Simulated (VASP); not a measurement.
The system is AgCl (Chlorargyrite).

```
Ag Cl
1.0
     0.00000    2.73500    2.73500
     2.73500    0.00000    2.73500
     2.73500    2.73500    0.00000
Ag Cl
1 1
Direct
  0.00000 0.00000 0.00000
  0.50000 0.50000 0.50000
```

Base run:

| Item | Value |
| --- | --- |
| Program | VASP 6.6.1 |
| Functional | r2SCAN |
| Potentials or basis | VASP PAW PBE potentials, release 64 (Ag, Cl) |
| Cutoff | 520 eV |
| k mesh | 6 × 6 × 6 |
| Occupations | gaussian, width 0.02 eV |
| Spin | spin-orbit coupling, no magnetisation |

Its results: pressure 2.2 GPa.

The run is repeated on the same cell with these changes: functional from r2SCAN to PBE. What comes out?

Pressure 3.8 GPa.

Caveats: the PAW data sets were made with another functional, which shifts forces and pressure a little (some runs).
